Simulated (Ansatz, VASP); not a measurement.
One calculation of ScAl3, two programs

The input INCAR:

```
PREC = Accurate
ENCUT = 520
EDIFF = 1E-6
ISMEAR = 0
SIGMA = 0.1
LREAL = False
LASPH = True
NELM = 60
ALGO = Normal
ISIF = 2
LWAVE = False
LCHARG = False
GGA = PS
NBANDS = 18
```

File KPOINTS:

```
Automatic mesh
0
Gamma
  10 10 10
```

File POSCAR:

```
ScAl3
1.0
    4.0301715760      0.0000000000      0.0000000000
    0.0000000000      4.0301715760      0.0000000000
    0.0000000000      0.0000000000      4.0301715760
Sc Al
1 3
Direct
    0.0000000000      0.0000000000      0.0000000000
    0.5000000000      0.0000000000      0.5000000000
    0.0000000000      0.5000000000      0.5000000000
    0.5000000000      0.5000000000      0.0000000000
```

Input for Ansatz:

```yaml
crystal:
  lattice:
    - [4.030171576, 0.0, 0.0]
    - [0.0, 4.030171576, 0.0]
    - [0.0, 0.0, 4.030171576]
  atoms:
    - { symbol: Sc, position: [0.0, 0.0, 0.0] }
    - { symbol: Al, position: [0.5, 0.0, 0.5] }
    - { symbol: Al, position: [0.0, 0.5, 0.5] }
    - { symbol: Al, position: [0.5, 0.5, 0.0] }
basis:
  ecutwfc: 420
kpoints:
  mp_grid: { grid: [10, 10, 10] }
hamiltonian:
  xc: pbesol
scf:
  occupations: { method: gaussian, width: 0.1 }
output:
  forces: true
  stress: true
  eigenvalues: true
```

Alike in both runs: task single point; functional PBEsol; k mesh 10 × 10 × 10; occupations gaussian, width 0.1 eV; no spin polarisation.

|  | VASP | Ansatz |
| --- | --- | --- |
| version | VASP 6.6.1 | Ansatz 0.2.0 |
| potentials or method | VASP PAW PBE potentials, release 64 (Sc_sv, Al) | scalar-relativistic, plane waves, PAW |
| plane-wave cutoff (eV) | 520 | 420 |
| valence electrons in the cell | 20 | 20 |

VASP gave:

* gap on the k mesh at the Fermi level (eV): none
* pressure (GPa): 3.1

Which values does Ansatz return?

gap on the k mesh at the Fermi level (eV): none; pressure (GPa): 2.9.

A gap of «none» marks a metal or a gap that the smearing closes.

Caveats: the PAW data sets were made with another functional, which shifts forces and pressure a little (VASP).
